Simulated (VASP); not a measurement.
Wanted: the native input for a VASP 6.6.1 run.

| Quantity | Value |
| --- | --- |
| Task | relaxation of the atoms |
| Functional | LDA |
| Potentials or basis | VASP PAW LDA potentials, release 64 (B, P) |
| Cutoff | 600 eV |
| k mesh | 10 × 10 × 10 |
| Occupations | gaussian, width 0.03 eV |
| Spin | no spin polarisation |
| Further INCAR settings | ALGO = Fast; EDIFF = 1e-07; IBRION = 2; EDIFFG = -0.01; NSW = 40 |

The structure of BP lies in POSCAR:

```
BP                                      
1.0
    0.0000000000      2.2297963695      2.2297963695
    2.2297963695      0.0000000000      2.2297963695
    2.2297963695      2.2297963695      0.0000000000
  B               P             
     1     1
Direct
     0.0000000000000000    0.0000000000000000    0.0000000000000000
     0.2500000000000000    0.2500000000000000    0.2500000000000000
```

The cell isn't the ideal one: a relaxed cell with its volume scaled by 0.98.

These files were run (other wordings do the same):

INCAR

```
SYSTEM = BP
  PREC = Accurate
  ENCUT = 600
  EDIFF = 1E-7
  ISMEAR = 0
  SIGMA = 0.03
  LREAL = .FALSE.
  LASPH = .TRUE.
  NELM = 80
  ALGO = Fast
  ISIF = 2
  LWAVE = .FALSE.
  LCHARG = .FALSE.
  IBRION = 2
  NSW = 40
  EDIFFG = -0.01
```

KPOINTS

```
Automatic mesh
0
G
  10 10 10
  0 0 0
```

Potentials or basis: VASP PAW LDA potentials, release 64 (B, P).

Run with:

```console
$ cat potpaw_LDA.64/B/POTCAR potpaw_LDA.64/P/POTCAR > POTCAR
$ mpirun -np 1 vasp_std > vasp.out
```

Results of the run:

The pressure after relaxing is 3.7 GPa. The band gap on the k mesh is 1.13 eV, indirect (least direct gap 3.46 eV).

Caveat: the relaxation stopped at its first step, so nothing moved.

It used 7.2 s of CPU time on 1 thread of Intel(R) Xeon(R) Platinum 8559C (Emerald Rapids) (shared host), which was overloaded at the time.
